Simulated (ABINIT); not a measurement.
KTaO3:

```
CELL_PARAMETERS angstrom
3.98830 0.00000 0.00000
0.00000 3.98830 0.00000
0.00000 0.00000 3.98830
ATOMIC_POSITIONS crystal
Ta 0.00000 0.00000 0.00000
K 0.50000 0.50000 0.50000
O 0.00000 0.00000 0.50000
O 0.00000 0.50000 0.00000
O 0.50000 0.00000 0.00000
```

Base run:

```yaml
Program: ABINIT 10.8.3 (patched build)
Functional: BP86
Potentials_or_basis: JTH PAW PBE v2.0
Cutoff: 626 eV
k_mesh: 7 × 7 × 7
Occupations: fermi-dirac, width 0.05 eV
Spin: no spin polarisation
```

Its results: band gap on the k mesh 2.22 eV, indirect (least direct gap 2.78 eV); pressure 5.2 GPa.

Problem. The run is repeated on the same cell with these changes: functional from BP86 to PBEsol. What comes out?

Solution. Band gap on the k mesh 2.15 eV, indirect (least direct gap 2.70 eV); pressure -0.1 GPa.

Caveats: the PAW data sets were made with another functional, which shifts forces and pressure a little; spin-orbit coupling is left out, which moves the levels of the heavy elements; the atomic spheres overlap.

A k mesh can miss the band edges.
